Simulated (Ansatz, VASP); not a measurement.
MgO in VASP and in Ansatz

```
CELL_PARAMETERS angstrom
0.00000 2.07963 2.07963
2.07963 0.00000 2.07963
2.07963 2.07963 0.00000
ATOMIC_POSITIONS crystal
Mg 0.00000 0.00000 0.00000
O 0.50000 0.50000 0.50000
```

Alike in both runs: functional LDA; k mesh 8 × 8 × 8; occupations gaussian, width 0.1 eV; no spin polarisation.

Ansatz relaxed the structure, and its values are those at the end. VASP's run is a single point on that final structure, the one shown.

|  | VASP | Ansatz |
| --- | --- | --- |
| version | VASP 6.6.1 | Ansatz 0.2.0 |
| potentials or method | VASP PAW LDA potentials, release 64 (Mg, O) | scalar-relativistic, plane waves, PAW |
| plane-wave cutoff (eV) | 520 | 420 |
| valence electrons in the cell | 8 | 16 |

Ansatz gave:

- gap on the k mesh at the Fermi level (eV): 5.03
- least direct gap on the mesh (eV): 5.03
- pressure (GPa): 0.0

Task: Estimate VASP's values.

Result: gap on the k mesh at the Fermi level (eV): 5.03; least direct gap on the mesh (eV): 5.03; pressure (GPa): -1.7.

The two sets of potentials don't hold the same shells in valence.

LDA gaps usually lie below the measured ones, often by a third to a half.
